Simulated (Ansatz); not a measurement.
## W (Fm-3m), two-dimensional strain map

The calculation used DFT PBE, scalar-relativistic, plane waves, PAW in Ansatz. Settings: plane waves to 420 eV, k-mesh 20×20×20 (Γ-centred), Gaussian smearing 0.15 eV. Spin–orbit coupling is left out, which can shift energies with elements as heavy as these. No spin polarisation. Energies are free energies at this smearing, counted from the undisturbed cell; pressure is positive in compression.

The undisturbed cell (as given, not relaxed at this level; it stands at -4.6 GPa; this fcc form isn't the usual structure):

```
W
1.0
     0.00000    2.03000    2.03000
     2.03000    0.00000    2.03000
     2.03000    2.03000    0.00000
W
1
Direct
  0.00000 0.00000 0.00000
```

The cell is strained by p along both x and y and by q along z, fractional coordinates fixed. Points are written (p, q).

Energy above the undisturbed cell in meV/atom (a dash: not computed):

| p \ q | -0.030 | 0.000 | 0.030 |
| --- | --- | --- | --- |
| -0.030 | 79.4 | 14.7 | ? |
| 0.000 | -12.7 | 0.0 | ? |
| 0.030 | -13.9 | 65.2 | – |

Question: Fill in the withheld energies.

Answer: (-0.030, 0.030): -31.9; (0.000, 0.030): 17.1.